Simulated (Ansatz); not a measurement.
# Fluorite SrCl2, cell of 3 atoms

Aim: the perfect cell at several levels of theory (PBEsol, HSE06 and r²SCAN), as the reference that defects and stacks are counted from.

Method: density functional theory in Ansatz 0.2.0, PAW datasets, plane waves.

## Step 1: Starting point

3 atoms (1 Sr, 2 Cl); a = 4.885 Å, b = 4.885 Å, c = 4.885 Å, α = 60.00°, β = 60.00°, γ = 60.00°.

Steps to follow: (2) PBEsol single point at a 6×6×6 mesh, on 7 threads of Arm Neoverse-V2; (3) HSE06 single point at a 6×6×6 mesh, on 7 threads of Arm Neoverse-V2; (4) r²SCAN single point at a 6×6×6 mesh, on 7 threads of Arm Neoverse-V2.

## Step 2: PBEsol on the given atoms

Contents of in.yaml:

```yaml
crystal:
  lattice:
    - [0.000000, 3.454054, 3.454054]
    - [3.454054, 0.000000, 3.454054]
    - [3.454054, 3.454054, 0.000000]
  atoms:
    - { symbol: Sr, position: [0.000000, 0.000000, 0.000000] }
    - { symbol: Cl, position: [0.250000, 0.250000, 0.250000] }
    - { symbol: Cl, position: [0.750000, 0.750000, 0.750000] }
kpoints:
  mp_grid: { grid: [6, 6, 6] }
  band_path: { path: [VBM, CBM], npoints: 2 }
hamiltonian:
  xc: pbesol
scf:
  occupations: { method: fermi_dirac, width: 0.01 }
output:
  forces: true
  eigenvalues: true
  stress: true
  populations: true
```

Started as:

```sh
$ ansatz run in.yaml --threads 7 --pin off --max-ram 13300MiB --runs-dir r --events-out ev --progress --plain
```

## Step 3: Single point with HSE06

in.yaml, as its differences from that of step 2:

```diff
@@ -13,3 +13,3 @@
 hamiltonian:
-  xc: pbesol
+  xc: hse06
 scf:
@@ -19,3 +19,2 @@
   eigenvalues: true
-  stress: true
   populations: true
```

## Step 4: Single point with r²SCAN

in.yaml, as its differences from that of step 3:

```diff
@@ -13,3 +13,3 @@
 hamiltonian:
-  xc: hse06
+  xc: r2scan
 scf:
```

**Question.** What will these runs give? Wanted: for each run, top filled to lowest empty; gap over the zone; energy; pressure.

As calculated:

```
 level                     time  top filled to lowest empty (eV)  gap over the zone (eV)  energy (eV/atom)  pressure (GPa)
PBEsol      1 s (7 CPU threads)                             5.25                    5.25        -1873.7892            0.00
 HSE06  3.7 min (7 CPU threads)                             6.74                    6.74        -1904.9711               -
r²SCAN    1.4 s (7 CPU threads)                             5.97                    5.97        -1910.2339               -
```

**What this shows.** At the same k points, PBEsol gives a spacing 1.49 eV smaller and r²SCAN gives a spacing 0.77 eV smaller than the 6.74 eV of HSE06.
